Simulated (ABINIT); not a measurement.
# Ge (Fd-3m) in ABINIT: notebook

The runs below take Ge through single point, with LDA, PBE.

All numbers are computed with ABINIT 10.8.3 (patched build); they aren't measurements. Logs are shortened: lines on timing, memory, paths and dates and some standing lists are left out, and cuts for length are marked. The log counts tension as positive stress, the text compression.

**Experimental background.**

“Electronic and optical properties of SixGe1-x-ySny alloys lattice-matched to Ge”, 2021, arxiv:2109.02782 reports, for a bulk crystal of Ge at 300 K: band gap 0.807 eV (direct).

The runs below are set against these values where they give the same quantity.

### Step 1. Starting point

It takes space group Fd-3m (No. 227, cubic). The conventional cell has a = 5.658 Å, b = 5.658 Å, c = 5.658 Å, α = 90.00°, β = 90.00°, γ = 90.00°. Ge (site symmetry -43m) has 4 Ge at 2.45 Å as nearest neighbours.

### Step 2. Single point, LDA (cell relaxed)

File run.abi:

```
# Pseudopotentials
pp_dirpath "./"
pseudos "Ge.upf"

# Structure
acell 3.9757280439 3.9757280439 3.9757280439 Angstrom
rprim
     0.0000000000     0.7071067812     0.7071067812
     0.7071067812     0.0000000000     0.7071067812
     0.7071067812     0.7071067812     0.0000000000
ntypat 1
znucl 32
natom 2
typat 1 1
xred
     0.7500000000     0.7500000000     0.7500000000
     0.5000000000     0.5000000000     0.5000000000
chkprim 0
chksymtnons 0
tolsym 1.0e-6

# Plane-wave basis
ecut 39.0

# k points
kptopt 1
ngkpt 6 6 6
nshiftk 1
shiftk 0.0 0.0 0.0

# Exchange and correlation
ixc 7

# Bands and occupations
nband 18
occopt 3
tsmear 0.05 eV

# SCF cycle
nstep 100
tolvrs 1.0e-10

# Output
iomode 3
prtwf 0
prtden 0
prteig 0
prtebands 0
enunit 1
```

Potentials or basis: PseudoDojo NC SR LDA v0.4.1 standard.

Command:

```bash
mpirun --bind-to none -np 4 abinit run.abi > log 2>&1
```

run.abo:

```text
.Version 10.8.3 of ABINIT
 Symmetries : space group Fd -3 m (#227); Bravais cF (face-center cubic)
================================================================================
 Values of the parameters that define the memory need of the present run
     intxc =       0    ionmov =       0      iscf =       7    lmnmax =       6
     lnmax =       6     mgfft =      45  mpssoang =       3    mqgrid =    3001
     natom =       2  nloc_mem =       1    nspden =       1   nspinor =       1
    nsppol =       1      nsym =      48    n1xccc =    2501    ntypat =       1
    occopt =       3   xclevel =       1
       mpw =        3515          nfft =       91125          nkpt =          16
================================================================================
================================================================================

--------------------------------------------------------------------------------
------------- Echo of variables that govern the present computation ------------
--------------------------------------------------------------------------------
 -outvars: echo values of preprocessed input variables --------
            acell      7.5130371541E+00  7.5130371541E+00  7.5130371541E+00 Bohr
              amu      7.26100000E+01
          chkprim           0
      chksymtnons           0
             ecut      3.90000000E+01 Hartree
           enunit           1
              ixc           7
         kptrlatt        6    0    0      0    6    0      0    0    6
          kptrlen      4.50782229E+01
            natom           2
            nband          18
            ngfft          45      45      45
             nkpt          16
            nstep         100
             nsym          48
           ntypat           1
           occopt           3
           prtden           0
        prtebands           0
           prteig           0
            prtwf           0
            rprim      0.0000000000E+00  7.0710678120E-01  7.0710678120E-01
                       7.0710678120E-01  0.0000000000E+00  7.0710678120E-01
                       7.0710678120E-01  7.0710678120E-01  0.0000000000E+00
          spgroup         227
           tolsym      1.00000000E-06
           tolvrs      1.00000000E-10
           tsmear      1.83746611E-03 Hartree
            typat      1  1
           xangst      4.2168963901E+00  4.2168963901E+00  4.2168963901E+00
                       2.8112642600E+00  2.8112642600E+00  2.8112642600E+00
            xcart      7.9687792786E+00  7.9687792786E+00  7.9687792786E+00
                       5.3125195190E+00  5.3125195190E+00  5.3125195190E+00
             xred      7.5000000000E-01  7.5000000000E-01  7.5000000000E-01
                       5.0000000000E-01  5.0000000000E-01  5.0000000000E-01
            znucl       32.00000

================================================================================

 chkinp: Checking input parameters for consistency.

================================================================================
== DATASET  1 ==================================================================

--- !DatasetInfo
iteration_state: {dtset: 1, }
dimensions: {natom: 2, nkpt: 16, mband: 18, nsppol: 1, nspinor: 1, nspden: 1, mpw: 3515, }
cutoff_energies: {ecut:  39.0, pawecutdg:  -1.0, }
electrons: {nelect:   2.80000000E+01, charge:   0.00000000E+00, occopt:   3.00000000E+00, tsmear:   1.83746611E-03, }
meta: {optdriver: 0, ionmov: 0, optcell: 0, iscf: 7, paral_kgb: 0, }
...

 Exchange-correlation functional for the present dataset will be:
  LDA: Perdew-Wang 92 LSD fit to Ceperley-Alder data - ixc=7
  J.P.Perdew and Y.Wang, PRB 45, 13244 (1992)

 Real(R)+Recip(G) space primitive vectors, cartesian coordinates (Bohr,Bohr^-1):
 R(1)=  0.0000000  5.3125195  5.3125195  G(1)= -0.0941173  0.0941173  0.0941173
 R(2)=  5.3125195  0.0000000  5.3125195  G(2)=  0.0941173 -0.0941173  0.0941173
 R(3)=  5.3125195  5.3125195  0.0000000  G(3)=  0.0941173  0.0941173 -0.0941173
 Unit cell volume ucvol=  2.9986903E+02 bohr^3
 Angles (23,13,12)=  6.00000000E+01  6.00000000E+01  6.00000000E+01 degrees

 getcut: wavevector=  0.0000  0.0000  0.0000  ngfft=  45  45  45
         ecut(hartree)=     39.000   => boxcut(ratio)=   2.08324

--- Pseudopotential description ------------------------------------------------
- pspini: atom type   1  psp file is ./Ge.upf
12 -1012 2 -1 1524                            pspcod,pspxc,lmax,lloc,mmax
     nproj     2     2     2

   1.69653809E+03                                ecore*ucvol(ha*bohr**3)
--------------------------------------------------------------------------------

================================================================================

--- !BeginCycle
iteration_state: {dtset: 1, }
solver: {iscf: 7, nstep: 100, nline: 4, wfoptalg: 0, }
tolerances: {tolvrs: 1.00E-10, }
...

     iter   Etot(hartree)      deltaE(h)  residm     vres2
 ETOT  1  -176.87084526797    -1.769E+02 1.055E+00 9.911E+01
 ETOT  2  -178.44314692556    -1.572E+00 3.656E-02 1.716E+02
 ETOT  3  -178.46365416111    -2.051E-02 9.521E-03 3.834E+01
 ETOT  4  -178.46835342574    -4.699E-03 4.922E-04 1.460E+00
 ETOT  5  -178.46850429300    -1.509E-04 1.631E-04 1.050E-01
 ETOT  6  -178.46851939514    -1.510E-05 1.701E-05 3.509E-03
 ETOT  7  -178.46851984432    -4.492E-07 1.733E-05 3.276E-07
 ETOT  8  -178.46851984435    -3.675E-11 1.539E-06 7.123E-07
 ETOT  9  -178.46851984445    -9.877E-11 1.586E-06 2.919E-11

 At SCF step    9       vres2   =  2.92E-11 < tolvrs=  1.00E-10 =>converged.

 Cartesian components of stress tensor (hartree/bohr^3)
  sigma(1 1)=  1.07052647E-06  sigma(3 2)=  0.00000000E+00
  sigma(2 2)=  1.07052647E-06  sigma(3 1)=  0.00000000E+00
  sigma(3 3)=  1.07052647E-06  sigma(2 1)=  0.00000000E+00

--- !ResultsGS
iteration_state: {dtset: 1, }
comment   : Summary of ground state results
lattice_vectors:
- [  0.0000000,   5.3125195,   5.3125195, ]
- [  5.3125195,   0.0000000,   5.3125195, ]
- [  5.3125195,   5.3125195,   0.0000000, ]
lattice_lengths: [   7.51304,    7.51304,    7.51304, ]
lattice_angles: [ 60.000,  60.000,  60.000, ] # degrees, (23, 13, 12)
lattice_volume:   2.9986903E+02
convergence: {deltae: -9.877E-11, res2:  2.919E-11, residm:  1.586E-06, diffor: null, }
etotal    :  -1.78468520E+02
entropy   :   0.00000000E+00
fermie    :   1.48026509E-01
cartesian_stress_tensor: # hartree/bohr^3
- [  1.07052647E-06,   0.00000000E+00,   0.00000000E+00, ]
- [  0.00000000E+00,   1.07052647E-06,   0.00000000E+00, ]
- [  0.00000000E+00,   0.00000000E+00,   1.07052647E-06, ]
pressure_GPa:  -3.1496E-02
xred      :
- [  7.5000E-01,   7.5000E-01,   7.5000E-01, Ge]
- [  5.0000E-01,   5.0000E-01,   5.0000E-01, Ge]
cartesian_forces: # hartree/bohr
- [ -2.37585470E-30,   1.18792735E-30,  -3.95975784E-31, ]
- [  2.37585470E-30,  -1.18792735E-30,   3.95975784E-31, ]
force_length_stats: {min:   2.68563843E-30, max:   2.68563843E-30, mean:   2.68563843E-30, }
...

 Integrated electronic density in atomic spheres:
 ------------------------------------------------
 Atom  Sphere_radius  Integrated_density
    1        2.00000         11.60317646
    2        2.00000         11.59305304
================================================================================

 ----iterations are completed or convergence reached----

 Mean square residual over all n,k,spin=   62.890E-10; max=  15.864E-07
 reduced coordinates (array xred) for    2 atoms
       0.750000000000      0.750000000000      0.750000000000
       0.500000000000      0.500000000000      0.500000000000
 rms dE/dt=  1.1131E-29; max dE/dt=  2.1036E-29; dE/dt below (all hartree)
    1       0.000000000000      0.000000000000      0.000000000000
    2       0.000000000000     -0.000000000000     -0.000000000000

 cartesian coordinates (angstrom) at end:
    1      4.21689639007305     4.21689639007305     4.21689639007305
    2      2.81126426004870     2.81126426004870     2.81126426004870

 cartesian forces (hartree/bohr) at end:
    1     -0.00000000000000     0.00000000000000    -0.00000000000000
    2      0.00000000000000    -0.00000000000000     0.00000000000000
 frms,max,avg= 1.5505541E-30 2.3758547E-30   0.000E+00  0.000E+00  0.000E+00 h/b

 cartesian forces (eV/Angstrom) at end:
    1     -0.00000000000000     0.00000000000000    -0.00000000000000
    2      0.00000000000000    -0.00000000000000     0.00000000000000
 frms,max,avg= 7.9732696E-29 1.2217136E-28   0.000E+00  0.000E+00  0.000E+00 e/A
 length scales=  7.513037154062  7.513037154062  7.513037154062 bohr
              =  3.975728043900  3.975728043900  3.975728043900 angstroms
 Fermi (or HOMO) energy (eV) =   4.02801   Average Vxc (eV)= -10.50834
 Eigenvalues (   eV  ) for nkpt=  16  k points:
 kpt#   1, nband= 18, wtk=  0.00463, kpt=  0.0000  0.0000  0.0000 (reduced coord)
 -20.96263  -20.96263  -20.96263  -20.92445  -20.92445  -20.70365  -20.70365  -20.70365
 -20.68905  -20.68905   -8.94944    3.99414    4.01213    4.01213    4.01213    6.55322
   6.55322    6.55322
 prteigrs : prtvol=0 or 1, do not print more k-points.

--- !EnergyTerms
iteration_state     : {dtset: 1, }
comment             : Components of total free energy in Hartree
kinetic             :  1.33799266734256E+02
hartree             :  5.49869813954965E+01
xc                  : -4.29405633278844E+01
Ewald energy        : -9.93702152873811E+01
psp_core            :  5.65759693654662E+00
local_psp           : -1.38111806078246E+02
non_local_psp       : -9.24897044513946E+01
internal            : -1.78468444078607E+02
'-kT*entropy'       : -7.57658465028811E-05
total_energy        : -1.78468519844453E+02
total_energy_eV     : -4.85637582623594E+03
band_energy         : -1.58092644143628E+01
...

 Cartesian components of stress tensor (hartree/bohr^3)
  sigma(1 1)=  1.07052647E-06  sigma(3 2)=  0.00000000E+00
  sigma(2 2)=  1.07052647E-06  sigma(3 1)=  0.00000000E+00
  sigma(3 3)=  1.07052647E-06  sigma(2 1)=  0.00000000E+00

-Cartesian components of stress tensor (GPa)         [Pressure= -3.1496E-02 GPa]
- sigma(1 1)=  3.14959761E-02  sigma(3 2)=  0.00000000E+00
- sigma(2 2)=  3.14959761E-02  sigma(3 1)=  0.00000000E+00
- sigma(3 3)=  3.14959761E-02  sigma(2 1)=  0.00000000E+00

== END DATASET(S) ==============================================================
================================================================================

 -outvars: echo values of variables after computation  --------
            acell      7.5130371541E+00  7.5130371541E+00  7.5130371541E+00 Bohr
           etotal     -1.7846851984E+02
            fcart     -2.3758547029E-30  1.1879273514E-30 -3.9597578382E-31
                       2.3758547029E-30 -1.1879273514E-30  3.9597578382E-31
            rprim      0.0000000000E+00  7.0710678120E-01  7.0710678120E-01
                       7.0710678120E-01  0.0000000000E+00  7.0710678120E-01
                       7.0710678120E-01  7.0710678120E-01  0.0000000000E+00
           strten      1.0705264675E-06  1.0705264675E-06  1.0705264675E-06
                       0.0000000000E+00  0.0000000000E+00  0.0000000000E+00
           xangst      4.2168963901E+00  4.2168963901E+00  4.2168963901E+00
                       2.8112642600E+00  2.8112642600E+00  2.8112642600E+00
             xred      7.5000000000E-01  7.5000000000E-01  7.5000000000E-01
                       5.0000000000E-01  5.0000000000E-01  5.0000000000E-01
 Calculation completed.
```

It took 7.5 s on 4 MPI ranks of Arm Neoverse V2, shared host; peak memory 0.28 GiB.

Results:

```yaml
Free_energy: -4856.3758 eV
Pressure: 0.0 GPa
Band_gap_on_the_k_mesh: none (metal or under the smearing width)
Valence_electrons_inside_the_program's_atomic_spheres: Ge 11.60, 11.59 (radii [1.0584] Å)
```

Levels at points of the mesh, in eV from the Fermi level:
| k point | band 10 | band 11 | band 12 | band 13 | band 14 | band 15 | band 16 | band 17 | band 18 |
| --- | --- | --- | --- | --- | --- | --- | --- | --- | --- |
| (0.00, 0.00, 0.00) | -24.72 | -12.98 | -0.03 | -0.02 | -0.02 | -0.02 | 2.53 | 2.53 | 2.53 |
| (0.50, 0.00, 0.00) | -24.69 | -10.85 | -7.75 | -1.45 | -1.45 | 0.09 | 3.71 | 3.71 | 6.98 |
| (0.50, 0.50, 0.00) | -24.67 | -9.03 | -9.03 | -3.15 | -3.15 | 0.62 | 0.62 | 9.54 | 9.54 |

Caveat: this crystal is a semiconductor, whose small gap the functional closes, so the metal is an error of the method.

[end of part 1 of 2]
